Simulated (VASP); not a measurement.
# SiC (Moissanite) (P6_3mc) in VASP: notebook, part 2 of 2

VASP 6.6.1. The steps go on from the part before.

**3. Dielectric tensor, PBE**

INCAR reads:

```
SYSTEM = SiC
PREC = Accurate
ENCUT = 520
EDIFF = 1E-8
ISMEAR = 0
SIGMA = 0.01
LREAL = .False.
LASPH = .True.
NELM = 100
ALGO = Normal
ISIF = 2
LWAVE = .False.
LCHARG = .False.
GGA = PE
LEPSILON = .True.
```

KPOINTS reads:

```
Automatic mesh
0
Gamma
  10 10 5
  0 0 0
```

POSCAR reads:

```
SiC
1.0
    3.0760000000      0.0000000000      0.0000000000
   -1.5380000000      2.6638941420      0.0000000000
    0.0000000000      0.0000000000      5.0480000000
Si C
2 2
Direct
    0.6666666667      0.3333333333      0.5000000000
    0.3333333333      0.6666666667      0.0000000000
    0.6666666667      0.3333333333      0.8850000000
    0.3333333333      0.6666666667      0.3850000000
```

Potentials or basis: VASP PAW PBE potentials, release 64 (Si, C).

On the command line:

```sh
$ cat potpaw_PBE.64/Si/POTCAR potpaw_PBE.64/C/POTCAR > POTCAR
$ mpirun -np 1 vasp_std > vasp.out
```

OUTCAR:

```text
SYSTEM = SiC
   PREC = Accurate
   ENCUT = 520
   EDIFF = 1E-8
   ISMEAR = 0
   LREAL = .False.
   LASPH = .True.
   NELM = 100
   ISIF = 2
   GGA = PE
   LEPSILON = .True.

 Found     42 irreducible k-points:

 Following reciprocal coordinates:
            Coordinates               Weight
  0.000000  0.000000  0.000000      1.000000
  0.100000 -0.000000  0.000000      6.000000
  0.200000 -0.000000  0.000000      6.000000
  0.300000  0.000000  0.000000      6.000000
  0.400000 -0.000000  0.000000      6.000000
  0.500000  0.000000  0.000000      3.000000
   k-points           NKPTS =     42   k-points in BZ     NKDIM =     42   number of bands    NBANDS=     12
   number of dos      NEDOS =    301   number of ions     NIONS =      4
   total plane-waves  NPLWV =  23040
   dimension x,y,z NGX =    24 NGY =   24 NGZ =   40
   dimension x,y,z NGXF=    48 NGYF=   48 NGZF=   80
   ions per type =               2   2
   NGX,Y,Z   is equivalent  to a cutoff of  12.97, 12.97, 13.17 a.u.
   NGXF,Y,Z  is equivalent  to a cutoff of  25.94, 25.94, 26.35 a.u.
 SYSTEM =  SiC
   PREC   = accura    normal or accurate (medium, high low for compatibility)
   ISTART =      0    job   : 0-new  1-cont  2-samecut
   ICHARG =      2    charge: 1-file 2-atom 10-const
   ISPIN  =      1    spin polarized calculation?
   LNONCOLLINEAR =      F non collinear calculations
   LSORBIT =      F    spin-orbit coupling
   LASPH  =      T    aspherical Exc in radial PAW
   ENCUT  =  520.0 eV  38.22 Ry    6.18 a.u.   5.72  5.72  9.39*2*pi/ulx,y,z
   NELM   =    100;   NELMIN=  2; NELMDL= -5     # of ELM steps
   EDIFF  = 0.1E-07   stopping-criterion for ELM
   LREAL  =      F    real-space projection
   EDIFFG = 0.1E-06   stopping-criterion for IOM
   NSW    =      0    number of steps for IOM
   IBRION =     -1    ionic relax: 0-MD 1-quasi-New 2-CG
   NFREE  =      0    steps in history (QN), initial steepest desc. (CG)
   ISIF   =      2    stress and relaxation
   ISYM   =      2    0-nonsym 1-usesym 2-fastsym
   POTIM  = 0.5000    time-step for ionic-motion
   TEBEG  =    0.0;   TEEND  =   0.0 temperature during run
[... 171 lines left out ...]
 Free energy of the ion-electron system (eV)
  ---------------------------------------------------
  ---------------------------------------------------
  free energy    TOTEN  =        -0.72498562 eV

  energy without entropy =       -0.72498562

------------------------ aborting loop because EDIFF is reached ----------------------------------------

--------------------------------------- Ionic step        2  -------------------------------------------

------------------------ aborting loop because EDIFF is reached ----------------------------------------

--------------------------------------- Ionic step        3  -------------------------------------------

 Free energy of the ion-electron system (eV)
  ---------------------------------------------------
  ---------------------------------------------------
  free energy    TOTEN  =        -0.79511370 eV

  energy without entropy =       -0.79511370

------------------------ aborting loop because EDIFF is reached ----------------------------------------

 PIEZOELECTRIC TENSOR FIELD DIRECTION 3  (e Angst)
 -----------------------------------------------------------------------------
     1.27452 -0.00000  0.00000           (  0.05796 -0.00000  0.00000)
     0.00000  1.27452 -0.00000           (  0.00000  0.05796  0.00000)
     0.00000  0.00000 -1.99339           (  0.00000  0.00000 -0.12168)

 PIEZOELECTRIC TENSOR FIELD DIRECTION 3  (C/m^2)
 -----------------------------------------------------------------------------
     0.49367 -0.00000  0.00000
     0.00000  0.49367 -0.00000
     0.00000  0.00000 -0.77211

 MACROSCOPIC STATIC DIELECTRIC TENSOR (including local field effects in DFT)
 ------------------------------------------------------
           6.885912     0.000000    -0.000000
           0.000000     6.885912     0.000000
           0.000000     0.000000     7.466046
 ------------------------------------------------------

 PIEZOELECTRIC TENSOR (including local field effects)  for field in x, y, z        (e  Angst)
          XX          YY          ZZ          XY          YZ          ZX
  --------------------------------------------------------------------------------
  x     0.00000     0.00000     0.00000     0.00000     0.00000     1.44766
  y     0.00000    -0.00000    -0.00000     0.00000     1.44766     0.00000
  z     1.27452     1.27452    -1.99339     0.00000     0.00000     0.00000

 PIEZOELECTRIC TENSOR (including local field effects)  for field in x, y, z        (C/m^2)
          XX          YY          ZZ          XY          YZ          ZX
  --------------------------------------------------------------------------------
  x     0.00000     0.00000     0.00000     0.00000     0.00000     0.56073
  y     0.00000    -0.00000    -0.00000     0.00000     0.56073     0.00000
  z     0.49367     0.49367    -0.77211     0.00000     0.00000     0.00000

 BORN EFFECTIVE CHARGES (including local field effects) (in |e|, cummulative output)
 ---------------------------------------------------------------------------------
 ion    1
    1     2.66296     0.00000     0.00000
    2     0.00000     2.66296     0.00000
    3     0.00000     0.00000     2.91140
 ion    2
    1     2.66296    -0.00000     0.00000
    2     0.00000     2.66296     0.00000
    3     0.00000     0.00000     2.91140
 ion    3
    1    -2.66296     0.00000     0.00000
    2    -0.00000    -2.66296     0.00000
    3     0.00000     0.00000    -2.91140
 ion    4
    1    -2.66296    -0.00000     0.00000
    2     0.00000    -2.66296    -0.00000
    3     0.00000    -0.00000    -2.91140
```

stdout:

```text
POSCAR found type information on POSCAR SiC
 POSCAR found :  2 types and       4 ions
 scaLAPACK will be used
 LDA part: xc-table for (Slater+PW92), standard interpolation
 POSCAR, INCAR and KPOINTS ok, starting setup
 FFT: planning ... GRIDC
 FFT: planning ... GRID_SOFT
 FFT: planning ... GRID
 WAVECAR not read
 entering main loop
 Linear response reoptimize wavefunctions to high precision
 Linear response G [H, r] |phi>, progress :
  Direction:   1
 Linear response G [H, r] |phi>, progress :
  Direction:   2
 Linear response G [H, r] |phi>, progress :
  Direction:   3
 Linear response to external field (no local field effect), progress :
  Direction:   1
 dielectric tensor                  component  1 :     5.918    -2.147    -0.934
 Linear response to external field (no local field effect), progress :
  Direction:   2
 dielectric tensor                  component  2 :    -2.147     8.338    -0.679
 Linear response to external field (no local field effect), progress :
  Direction:   3
 dielectric tensor                  component  3 :    -0.934    -0.679     7.687
 Linear response to external field, progress :
  Direction:   1
 dielectric tensor                  component  1 :     6.886    -0.330     0.000
 Linear response to external field, progress :
  Direction:   2
 dielectric tensor                  component  2 :    -1.002     6.886    -0.000
 Linear response to external field, progress :
  Direction:   3
 dielectric tensor                  component  3 :    -0.932    -0.678     7.466
 Born effective charges drift removed
```

Wall time 3.6 min (1 thread of Intel Xeon Platinum 8259CL at 2.50GHz (Skylake/Cascade Lake), shared host); peak memory 0.29 GiB.

The run converged, but some of its settings lie outside the range that counts as converged, so its numbers aren't taken as properties of the crystal.

What came out:

| Item | Value |
| --- | --- |
| Band gap on the k mesh | 2.48 eV, indirect (least direct gap 4.08 eV) |
| Electronic dielectric tensor (diagonal) | 6.89, 6.89, 7.47 |
| Born charges (mean of the diagonal) | Si +2.75; C -2.75 e |

Caveat: an odd mesh through Γ misses points on the zone boundary, where band edges often lie.

**4. Band structure, LDA**

INCAR reads:

```
PREC = Accurate
ENCUT = 520
EDIFF = 1E-6
ISMEAR = 0
SIGMA = 0.02
LREAL = False
LASPH = True
NELM = 60
ALGO = Fast
ISIF = 2
LWAVE = False
LCHARG = False
```

KPOINTS reads:

```
Automatic mesh
0
Gamma
  10 10 6
```

POSCAR is that of step 3.

KPOINTS_OPT reads:

```
path GMKGALHA,LM,KH
10
line-mode
reciprocal
 0.0000000000  0.0000000000  0.0000000000  G
 0.5000000000  0.0000000000  0.0000000000  M

 0.5000000000  0.0000000000  0.0000000000  M
 0.3333333333  0.3333333333  0.0000000000  K

 0.3333333333  0.3333333333  0.0000000000  K
 0.0000000000  0.0000000000  0.0000000000  G

 0.0000000000  0.0000000000  0.0000000000  G
 0.0000000000  0.0000000000  0.5000000000  A

 0.0000000000  0.0000000000  0.5000000000  A
 0.5000000000  0.0000000000  0.5000000000  L

 0.5000000000  0.0000000000  0.5000000000  L
 0.3333333333  0.3333333333  0.5000000000  H

 0.3333333333  0.3333333333  0.5000000000  H
 0.0000000000  0.0000000000  0.5000000000  A

 0.5000000000  0.0000000000  0.5000000000  L
 0.5000000000  0.0000000000  0.0000000000  M

 0.3333333333  0.3333333333  0.0000000000  K
 0.3333333333  0.3333333333  0.5000000000  H
```

Potentials or basis: VASP PAW LDA potentials, release 64 (Si, C).

On the command line:

```sh
$ cat potpaw_LDA.64/Si/POTCAR potpaw_LDA.64/C/POTCAR > POTCAR
$ mpirun -np 1 vasp_std > vasp.out
```

It took 37 s on 1 thread of Intel Xeon Platinum 8559C (Emerald Rapids), shared host; peak memory 0.16 GiB.

Results (log left out):

```
Free energy             : -33.2324 eV
Pressure                : -3.6 GPa
Largest force           : 0.734 eV/Å
Band gap on the k mesh  : 2.36 eV, indirect (least direct gap 3.98 eV)
Band gap along the path : 2.20 eV, indirect (least direct gap 3.98 eV)
```

Forces on the atoms (eV/Å):
```
Si   0.000  0.000  0.734
Si   0.000  0.000  0.734
C    0.000  0.000 -0.734
C    0.000  0.000 -0.734
```

Stress tensor (GPa, compression positive):
```
-2.17  0.00  0.00
 0.00 -2.17  0.00
 0.00  0.00 -6.43
```

Levels at the corners of the path, in eV from the valence-band top:
| point | band 5 | band 6 | band 7 | band 8 | band 9 | band 10 | band 11 | band 12 |
| --- | --- | --- | --- | --- | --- | --- | --- | --- |
| Γ | -1.55 | -0.27 | -0.27 | 0.00 | 4.59 | 6.04 | 6.40 | 6.40 |
| M | -5.44 | -3.54 | -3.29 | -1.48 | 2.49 | 4.12 | 6.67 | 7.12 |
| M | -5.44 | -3.54 | -3.29 | -1.48 | 2.49 | 4.12 | 6.67 | 7.12 |
| K | -6.47 | -4.13 | -4.05 | -4.05 | 2.20 | 7.84 | 8.54 | 8.54 |
| K | -6.47 | -4.13 | -4.05 | -4.05 | 2.20 | 7.84 | 8.54 | 8.54 |
| Γ | -1.55 | -0.27 | -0.27 | 0.00 | 4.59 | 6.04 | 6.40 | 6.40 |
| Γ | -1.55 | -0.27 | -0.27 | 0.00 | 4.59 | 6.04 | 6.40 | 6.40 |
| A | -0.96 | -0.96 | -0.96 | -0.96 | 5.65 | 5.65 | 7.07 | 7.07 |
| A | -0.96 | -0.96 | -0.96 | -0.96 | 5.65 | 5.65 | 7.07 | 7.07 |
| L | -2.69 | -2.69 | -2.34 | -2.34 | 3.10 | 3.10 | 4.89 | 4.89 |
| L | -2.69 | -2.69 | -2.34 | -2.34 | 3.10 | 3.10 | 4.89 | 4.89 |
| H | -5.89 | -5.89 | -1.75 | -1.75 | 4.76 | 4.76 | 5.85 | 5.85 |
| H | -5.89 | -5.89 | -1.75 | -1.75 | 4.76 | 4.76 | 5.85 | 5.85 |
| A | -0.96 | -0.96 | -0.96 | -0.96 | 5.65 | 5.65 | 7.07 | 7.07 |
| L | -2.69 | -2.69 | -2.34 | -2.34 | 3.10 | 3.10 | 4.89 | 4.89 |
| M | -5.44 | -3.54 | -3.29 | -1.48 | 2.49 | 4.12 | 6.67 | 7.12 |
| K | -6.47 | -4.13 | -4.05 | -4.05 | 2.20 | 7.84 | 8.54 | 8.54 |
| H | -5.89 | -5.89 | -1.75 | -1.75 | 4.76 | 4.76 | 5.85 | 5.85 |

Caveat: the mesh misses the band edges, which the band path finds closer together.
